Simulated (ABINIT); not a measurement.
# Pb (Fm-3m) in ABINIT: settings compared

One crystal, Pb, is run at these levels: PBE, LDA, PBEsol; tasks: relaxation of cell and atoms, single point.

Everything below comes from runs of ABINIT 10.8.3 (patched build). Logs are shortened: lines on timing, memory, paths and dates and some standing lists are left out, and cuts for length are marked. The log counts tension as positive stress, the text compression.

**1. Starting point**

It takes space group Fm-3m (No. 225, cubic). The conventional cell has a = 4.950 Å, b = 4.950 Å, c = 4.950 Å, α = 90.00°, β = 90.00°, γ = 90.00°. Pb (site symmetry m-3m) is surrounded by 12 Pb at 3.50 Å.

**2. Relaxation of cell and atoms, PBE**

Input file run.abi:

```
pp_dirpath "./"
pseudos "Pb.GGA_PBE-JTH.xml"

acell 3.5002068511 3.5002068511 3.5002068511 Angstrom
rprim
     0.0000000000     0.7071067812     0.7071067812
     0.7071067812     0.0000000000     0.7071067812
     0.7071067812     0.7071067812     0.0000000000
ntypat 1
znucl 82
natom 1
typat 1
xred
     0.0000000000     0.0000000000     0.0000000000
chkprim 0
chksymtnons 0
tolsym 1.0e-6

ecut 22.0
pawecutdg 44.0
pawxcdev 0

kptopt 1
ngkpt 9 9 9
nshiftk 1
shiftk 0.0 0.0 0.0

ixc 11

nband 11
occopt 3
tsmear 0.05 eV

nstep 100
tolvrs 1.0e-9

iomode 3
prtwf 0
prtden 0
prteig 0
prtebands 0
enunit 1

ionmov 22
ntime 60
tolmxf 0.0001
optcell 2
dilatmx 1.08
ecutsm 0.5
```

Potentials or basis: JTH PAW PBE v2.0.

Started as:

```bash
$ abinit run.abi > log 2>&1
```

run.abo:

```text
.Version 10.8.3 of ABINIT
 Symmetries : space group Fm -3 m (#225); Bravais cF (face-center cubic)
================================================================================
 Values of the parameters that define the memory need of the present run
     intxc =       0    ionmov =      22      iscf =      17    lmnmax =      18
     lnmax =       6     mgfft =      32  mpssoang =       3    mqgrid =    3001
     natom =       1  nloc_mem =       2    nspden =       1   nspinor =       1
    nsppol =       1      nsym =      48    n1xccc =       1    ntypat =       1
    occopt =       3   xclevel =       2
       mpw =        1299          nfft =       32768          nkpt =          35
 PAW method is used; the additional fine FFT grid is defined by:
   mgfftf=        45    nfftf =     91125
================================================================================
================================================================================

--------------------------------------------------------------------------------
------------- Echo of variables that govern the present computation ------------
--------------------------------------------------------------------------------
 -outvars: echo values of preprocessed input variables --------
            acell      6.6144323326E+00  6.6144323326E+00  6.6144323326E+00 Bohr
              amu      2.07200000E+02
          chkprim           0
      chksymtnons           0
          dilatmx      1.08000000E+00
             ecut      2.20000000E+01 Hartree
           ecutsm      5.00000000E-01 Hartree
           enunit           1
           ionmov          22
              ixc          11
         kptrlatt        9    0    0      0    9    0      0    0    9
          kptrlen      5.95298910E+01
            natom           1
            nband          11
            ngfft          32      32      32
          ngfftdg          45      45      45
             nkpt          35
            nstep         100
             nsym          48
            ntime          60
           ntypat           1
           occopt           3
          optcell           2
        pawecutdg      4.40000000E+01 Hartree
         pawxcdev           0
           prtden           0
        prtebands           0
           prteig           0
            prtwf           0
            rprim      0.0000000000E+00  7.0710678120E-01  7.0710678120E-01
                       7.0710678120E-01  0.0000000000E+00  7.0710678120E-01
                       7.0710678120E-01  7.0710678120E-01  0.0000000000E+00
          spgroup         225
           tolmxf      1.00000000E-04
           tolsym      1.00000000E-06
           tolvrs      1.00000000E-09
           tsmear      1.83746611E-03 Hartree
            typat      1
           useylm           1
            znucl       82.00000

================================================================================

 chkinp: Checking input parameters for consistency.

================================================================================
== DATASET  1 ==================================================================

--- !DatasetInfo
iteration_state: {dtset: 1, }
dimensions: {natom: 1, nkpt: 35, mband: 11, nsppol: 1, nspinor: 1, nspden: 1, mpw: 1299, }
cutoff_energies: {ecut:  22.0, pawecutdg:  44.0, }
electrons: {nelect:   1.40000000E+01, charge:   0.00000000E+00, occopt:   3.00000000E+00, tsmear:   1.83746611E-03, }
meta: {optdriver: 0, ionmov: 22, optcell: 2, iscf: 17, paral_kgb: 0, }
...

 Exchange-correlation functional for the present dataset will be:
  GGA: Perdew-Burke-Ernzerhof functional - ixc=11
  J.P.Perdew, K.Burke, M.Ernzerhof, PRL 77, 3865 (1996)

 Real(R)+Recip(G) space primitive vectors, cartesian coordinates (Bohr,Bohr^-1):
 R(1)=  0.0000000  4.6771100  4.6771100  G(1)= -0.1069036  0.1069036  0.1069036
 R(2)=  4.6771100  0.0000000  4.6771100  G(2)=  0.1069036 -0.1069036  0.1069036
 R(3)=  4.6771100  4.6771100  0.0000000  G(3)=  0.1069036  0.1069036 -0.1069036
 Unit cell volume ucvol=  2.0462691E+02 bohr^3
 Angles (23,13,12)=  6.00000000E+01  6.00000000E+01  6.00000000E+01 degrees

 Coarse grid specifications (used for wave-functions):

 getcut: wavevector=  0.0000  0.0000  0.0000  ngfft=  32  32  32
         ecut(hartree)=     25.661   => boxcut(ratio)=   2.12157

 Fine grid specifications (used for densities):

 getcut: wavevector=  0.0000  0.0000  0.0000  ngfft=  45  45  45
         ecut(hartree)=     51.322   => boxcut(ratio)=   2.06274

--- Pseudopotential description ------------------------------------------------
- pspini: atom type   1  psp file is ./Pb.GGA_PBE-JTH.xml
 Pseudopotential format is: paw10
 basis_size (lnmax)=  6 (lmn_size= 18), orbitals=   0   0   1   1   2   2
 Spheres core radius: rc_sph= 2.40264019
 Shapefunction is BESSEL type: shapef(r,l)=aa(1,l)*jl(q(1,l)*r)+aa(2,l)*jl(q(2,l)*r)
 Radius for shape functions =  2.00872932
 Compensation charge density is not taken into account in XC energy/potential

   3.29629720E+02                                ecore*ucvol(ha*bohr**3)
--------------------------------------------------------------------------------

================================================================================

=== [ionmov=22] Limited-memory Broyden-Fletcher-Goldfarb-Shanno method
================================================================================

--- Iteration: ( 1/60) Internal Cycle: (1/1)
--------------------------------------------------------------------------------

---SELF-CONSISTENT-FIELD CONVERGENCE--------------------------------------------

--- !BeginCycle
iteration_state: {dtset: 1, itime: 1, icycle: 1, }
solver: {iscf: 17, nstep: 100, nline: 4, wfoptalg: 10, }
tolerances: {tolvrs: 1.00E-09, }
...

     iter   Etot(hartree)      deltaE(h)  residm     nres2
 ETOT  1  -60.302888729975    -6.030E+01 1.802E+01 2.542E+00
 ETOT  2  -61.203819655564    -9.009E-01 1.659E-01 1.377E+00
 ETOT  3  -61.204282926514    -4.633E-04 1.234E-01 3.325E-01
 ETOT  4  -61.204165215724     1.177E-04 1.117E-02 7.773E-02
 ETOT  5  -61.204106758097     5.846E-05 2.114E-02 1.972E-03
 ETOT  6  -61.204109164742    -2.407E-06 3.640E-03 1.011E-03
 ETOT  7  -61.204108193824     9.709E-07 2.279E-03 5.707E-05
 ETOT  8  -61.204108257067    -6.324E-08 1.907E-03 3.316E-06
 ETOT  9  -61.204108264527    -7.460E-09 8.106E-04 1.291E-06
 ETOT 10  -61.204108263285     1.242E-09 3.023E-04 3.720E-09
 ETOT 11  -61.204108263321    -3.611E-11 2.540E-04 6.364E-10
[... 317 lines left out ...]
 -0.00000000000000E+00 -0.00000000000000E+00 -0.00000000000000E+00
 Gradient of E wrt nuclear positions in reduced coordinates (gred)
  0.00000000000000E+00  0.00000000000000E+00  0.00000000000000E+00
 Scale of Primitive Cell (acell) [bohr]
  6.72856962157597E+00  6.72856962157597E+00  6.72856962157597E+00
 Real space primitive translations (rprimd) [bohr]
  0.00000000000000E+00  4.75781720710217E+00  4.75781720710217E+00
  4.75781720710217E+00  0.00000000000000E+00  4.75781720710217E+00
  4.75781720710217E+00  4.75781720710217E+00  0.00000000000000E+00
 Unitary Cell Volume (ucvol) [Bohr^3]=  2.15403746965571E+02
 Angles (23,13,12)= [degrees]
  6.00000000000000E+01  6.00000000000000E+01  6.00000000000000E+01
 Lengths [Bohr]
  6.72856962157597E+00  6.72856962157597E+00  6.72856962157597E+00
 Stress tensor in cartesian coordinates (strten) [Ha/bohr^3]
 -3.64189177972860E-07  0.00000000000000E+00  0.00000000000000E+00
  0.00000000000000E+00 -3.64189177977196E-07  0.00000000000000E+00
  0.00000000000000E+00  0.00000000000000E+00 -3.64189177981533E-07
 Total energy (etotal) [Ha]= -6.12045163859950E+01

 Difference of energy with previous step (new-old):
           Absolute (Ha)=-2.53869E-06
           Relative     =-4.14788E-08

 At Broyd/MD step   4, gradients are converged :
  max grad (force/stress) = 3.6419E-05 < tolmxf= 1.0000E-04 ha/bohr (free atoms)

================================================================================

 ----iterations are completed or convergence reached----

 Mean square residual over all n,k,spin=   60.005E-12; max=  21.176E-09
 reduced coordinates (array xred) for    1 atoms
       0.000000000000      0.000000000000      0.000000000000
 rms dE/dt=  0.0000E+00; max dE/dt=  0.0000E+00; dE/dt below (all hartree)
    1       0.000000000000      0.000000000000      0.000000000000

 cartesian coordinates (angstrom) at end:
    1      0.00000000000000     0.00000000000000     0.00000000000000

 cartesian forces (hartree/bohr) at end:
    1     -0.00000000000000    -0.00000000000000    -0.00000000000000
 frms,max,avg= 0.0000000E+00 0.0000000E+00   0.000E+00  0.000E+00  0.000E+00 h/b

 cartesian forces (eV/Angstrom) at end:
    1     -0.00000000000000    -0.00000000000000    -0.00000000000000
 frms,max,avg= 0.0000000E+00 0.0000000E+00   0.000E+00  0.000E+00  0.000E+00 e/A
 length scales=  6.728569621576  6.728569621576  6.728569621576 bohr
              =  3.560605703297  3.560605703297  3.560605703297 angstroms
 Fermi (or HOMO) energy (eV) =   6.65284   Average Vxc (eV)=  -9.23816
 Eigenvalues (   eV  ) for nkpt=  35  k points:
 kpt#   1, nband= 11, wtk=  0.00137, kpt=  0.0000  0.0000  0.0000 (reduced coord)
 -10.26770  -10.26770  -10.26770  -10.14935  -10.14935   -4.64563   13.78164   13.78164
  13.78164   16.54303   17.44802
 prteigrs : prtvol=0 or 1, do not print more k-points.

--- !EnergyTerms
iteration_state     : {dtset: 1, itime: 4, icycle: 1, }
comment             : Components of total free energy in Hartree
kinetic             :  4.99835783149495E+00
hartree             :  1.79503698365022E+01
xc                  : -2.50900599437755E+00
Ewald energy        : -4.72187626914757E+01
psp_core            :  1.53028777152992E+00
local_psp           : -5.82870742620837E+01
PAW spherical_terms :  2.23314417143793E+01
internal            : -6.12043857940306E+01
'-kT*entropy'       : -1.21828018738224E-04
total_energy        : -6.12045076220493E+01
total_energy_eV     : -1.66545949689867E+03
...

--- !EnergyTermsDC
iteration_state     : {dtset: 1, itime: 4, icycle: 1, }
comment             : '"Double-counting" decomposition of free energy'
band_energy         : -3.48613218165993E+00
Ewald energy        : -4.72187626914757E+01
psp_core            :  1.53028777152992E+00
xc_dc               : -1.77689598584920E+01
PAW spherical_terms :  5.73917240212145E+00
internal            : -6.12043945579762E+01
'-kT*entropy'       : -1.21828018738224E-04
total_energy_dc     : -6.12045163859950E+01
total_energy_dc_eV  : -1.66545973537778E+03
...

--- !EnergyTermsWithPAWCore
iteration_state     : {dtset: 1, itime: 4, icycle: 1, }
comment             : 'Components of total free energy, including PAW core contributions'
Total energy        : -2.08820380998508E+04
Total energy DC     : -2.08820381086147E+04
Total energy (eV)   : -5.68229204338331E+05
Total energy DC (eV): -5.68229204576810E+05
...

 Cartesian components of stress tensor (hartree/bohr^3)
  sigma(1 1)= -3.64189178E-07  sigma(3 2)=  0.00000000E+00
  sigma(2 2)= -3.64189178E-07  sigma(3 1)=  0.00000000E+00
  sigma(3 3)= -3.64189178E-07  sigma(2 1)=  0.00000000E+00

-Cartesian components of stress tensor (GPa)         [Pressure=  1.0715E-02 GPa]
- sigma(1 1)= -1.07148155E-02  sigma(3 2)=  0.00000000E+00
- sigma(2 2)= -1.07148155E-02  sigma(3 1)=  0.00000000E+00
- sigma(3 3)= -1.07148155E-02  sigma(2 1)=  0.00000000E+00

== END DATASET(S) ==============================================================
================================================================================

 -outvars: echo values of variables after computation  --------
            acell      6.7285696216E+00  6.7285696216E+00  6.7285696216E+00 Bohr
           etotal     -6.1204516386E+01
            fcart     -0.0000000000E+00 -0.0000000000E+00 -0.0000000000E+00
            rprim      0.0000000000E+00  7.0710678119E-01  7.0710678119E-01
                       7.0710678119E-01  0.0000000000E+00  7.0710678119E-01
                       7.0710678119E-01  7.0710678119E-01  0.0000000000E+00
           strten     -3.6418917797E-07 -3.6418917798E-07 -3.6418917798E-07
                       0.0000000000E+00  0.0000000000E+00  0.0000000000E+00
 Calculation completed.
```

It took 55 s on 1 thread of Arm Neoverse V1, shared host; peak memory 0.12 GiB.

What came out:

* Free energy: -1665.4597 eV
* Relaxed volume: 31.92 Å³/atom
* Relaxed cell: a = 3.561 Å, b = 3.561 Å, c = 3.561 Å, α = 60.00°, β = 60.00°, γ = 60.00°
* Space group after relaxing (to 0.05 Å): Fm-3m (No. 225)
* Energy gained by relaxing: 11.1 meV/atom
* Ionic steps: 4
* Pressure after relaxing: 0.0 GPa
* Band gap on the k mesh: none (metal or under the smearing width)
* Valence electrons inside the program's atomic spheres: Pb 11.37 (radii [1.2714] Å)

Step by step:
```
step  energy change (eV)  largest force (eV/Å)  pressure (GPa)  volume (Å³)
   1              0.0000                0.0000            2.34        30.32
   2             -0.0029                0.0000            1.98        30.54
   3             -0.0110                0.0000            0.17        31.80
   4             -0.0111                0.0000            0.01        31.92
```

Final structure:
```
Pb
1.0
     0.00000    2.51773    2.51773
     2.51773    0.00000    2.51773
     2.51773    2.51773    0.00000
Pb
1
Direct
  0.00000 0.00000 0.00000
```

The run has no spin-orbit coupling, so splittings on Pb are missing.

**3. Single point, PBE**

run.abi, as its differences from that of step 2:

```diff
@@ -14,8 +14,5 @@
      0.0000000000     0.0000000000     0.0000000000
-chkprim 0
-chksymtnons 0
-tolsym 1.0e-6
 
-ecut 22.0
-pawecutdg 44.0
+ecut 26.0
+pawecutdg 48.0
 pawxcdev 0
@@ -42,8 +39 @@
 enunit 1
-
-ionmov 22
-ntime 60
-tolmxf 0.0001
-optcell 2
-dilatmx 1.08
-ecutsm 0.5
```

Potentials or basis: JTH PAW PBE v2.0.

Started as:

```bash
$ abinit run.abi > log 2>&1
```

run.abo:

```text
.Version 10.8.3 of ABINIT
 Symmetries : space group Fm -3 m (#225); Bravais cF (face-center cubic)
================================================================================
 Values of the parameters that define the memory need of the present run
     intxc =       0    ionmov =       0      iscf =      17    lmnmax =      18
     lnmax =       6     mgfft =      32  mpssoang =       3    mqgrid =    3001
     natom =       1  nloc_mem =       2    nspden =       1   nspinor =       1
    nsppol =       1      nsym =      48    n1xccc =       1    ntypat =       1
    occopt =       3   xclevel =       2
       mpw =        1311          nfft =       32768          nkpt =          35
 PAW method is used; the additional fine FFT grid is defined by:
   mgfftf=        45    nfftf =     91125
================================================================================
================================================================================

--------------------------------------------------------------------------------
------------- Echo of variables that govern the present computation ------------
--------------------------------------------------------------------------------
 -outvars: echo values of preprocessed input variables --------
            acell      6.6144323326E+00  6.6144323326E+00  6.6144323326E+00 Bohr
              amu      2.07200000E+02
             ecut      2.60000000E+01 Hartree
           enunit           1
              ixc          11
         kptrlatt        9    0    0      0    9    0      0    0    9
          kptrlen      5.95298910E+01
            natom           1
            nband          11
            ngfft          32      32      32
          ngfftdg          45      45      45
             nkpt          35
            nstep         100
             nsym          48
           ntypat           1
           occopt           3
        pawecutdg      4.80000000E+01 Hartree
         pawxcdev           0
           prtden           0
        prtebands           0
           prteig           0
            prtwf           0
            rprim      0.0000000000E+00  7.0710678120E-01  7.0710678120E-01
                       7.0710678120E-01  0.0000000000E+00  7.0710678120E-01
                       7.0710678120E-01  7.0710678120E-01  0.0000000000E+00
          spgroup         225
           tolvrs      1.00000000E-09
           tsmear      1.83746611E-03 Hartree
            typat      1
           useylm           1
            znucl       82.00000

================================================================================
[... 123 lines left out ...]

 cartesian forces (eV/Angstrom) at end:
    1     -0.00000000000000    -0.00000000000000    -0.00000000000000
 frms,max,avg= 0.0000000E+00 0.0000000E+00   0.000E+00  0.000E+00  0.000E+00 e/A
 length scales=  6.614432332605  6.614432332605  6.614432332605 bohr
              =  3.500206851100  3.500206851100  3.500206851100 angstroms
 Fermi (or HOMO) energy (eV) =   7.20360   Average Vxc (eV)=  -9.44476
 Eigenvalues (   eV  ) for nkpt=  35  k points:
 kpt#   1, nband= 11, wtk=  0.00137, kpt=  0.0000  0.0000  0.0000 (reduced coord)
  -9.73804   -9.73804   -9.73804   -9.59904   -9.59904   -4.41920   14.74531   14.74531
  14.74531   17.14812   18.65927
 prteigrs : prtvol=0 or 1, do not print more k-points.

--- !EnergyTerms
iteration_state     : {dtset: 1, }
comment             : Components of total free energy in Hartree
kinetic             :  5.01988804662057E+00
hartree             :  1.74850579163289E+01
xc                  : -2.52310243107639E+00
Ewald energy        : -4.80335599839893E+01
psp_core            :  1.61088161767059E+00
local_psp           : -5.70974778111223E+01
PAW spherical_terms :  2.23339278149542E+01
internal            : -6.12043848306138E+01
'-kT*entropy'       : -1.14713362101299E-04
total_energy        : -6.12044995439759E+01
total_energy_eV     : -1.66545927708310E+03
...

--- !EnergyTermsDC
iteration_state     : {dtset: 1, }
comment             : '"Double-counting" decomposition of free energy'
band_energy         : -3.21705606424341E+00
Ewald energy        : -4.80335599839893E+01
psp_core            :  1.61088161767059E+00
xc_dc               : -1.72987758554463E+01
PAW spherical_terms :  5.73411884813138E+00
internal            : -6.12043914378771E+01
'-kT*entropy'       : -1.14713362101299E-04
total_energy_dc     : -6.12045061512392E+01
total_energy_dc_eV  : -1.66545945687589E+03
...

--- !EnergyTermsWithPAWCore
iteration_state     : {dtset: 1, }
comment             : 'Components of total free energy, including PAW core contributions'
Total energy        : -2.08820380917727E+04
Total energy DC     : -2.08820380983800E+04
Total energy (eV)   : -5.68229204118515E+05
Total energy DC (eV): -5.68229204298308E+05
...

 Cartesian components of stress tensor (hartree/bohr^3)
  sigma(1 1)= -6.35880161E-05  sigma(3 2)=  0.00000000E+00
  sigma(2 2)= -6.35880161E-05  sigma(3 1)=  0.00000000E+00
  sigma(3 3)= -6.35880161E-05  sigma(2 1)=  0.00000000E+00

-Cartesian components of stress tensor (GPa)         [Pressure=  1.8708E+00 GPa]
- sigma(1 1)= -1.87082402E+00  sigma(3 2)=  0.00000000E+00
- sigma(2 2)= -1.87082402E+00  sigma(3 1)=  0.00000000E+00
- sigma(3 3)= -1.87082402E+00  sigma(2 1)=  0.00000000E+00

== END DATASET(S) ==============================================================
================================================================================

 -outvars: echo values of variables after computation  --------
            acell      6.6144323326E+00  6.6144323326E+00  6.6144323326E+00 Bohr
           etotal     -6.1204506151E+01
            fcart     -0.0000000000E+00 -0.0000000000E+00 -0.0000000000E+00
            rprim      0.0000000000E+00  7.0710678120E-01  7.0710678120E-01
                       7.0710678120E-01  0.0000000000E+00  7.0710678120E-01
                       7.0710678120E-01  7.0710678120E-01  0.0000000000E+00
           strten     -6.3588016070E-05 -6.3588016070E-05 -6.3588016070E-05
                       0.0000000000E+00  0.0000000000E+00  0.0000000000E+00
 Calculation completed.
```

Run time: 15 s. Hardware: 1 thread of Arm Neoverse V2, shared host; peak memory 0.12 GiB.

What came out:

* Free energy: -1665.4595 eV
* Pressure: 1.9 GPa
* Band gap on the k mesh: none (metal or under the smearing width)
* Valence electrons inside the program's atomic spheres: Pb 11.39 (radii [1.2714] Å)

Levels at points of the mesh, in eV from the Fermi level:
| k point | band 3 | band 4 | band 5 | band 6 | band 7 | band 8 | band 9 | band 10 | band 11 |
| --- | --- | --- | --- | --- | --- | --- | --- | --- | --- |
| (0.00, 0.00, 0.00) | -16.94 | -16.80 | -16.80 | -11.62 | 7.54 | 7.54 | 7.54 | 9.94 | 11.46 |

Spin-orbit coupling is left out, which matters for the levels of Pb.

[end of part 1 of 2]
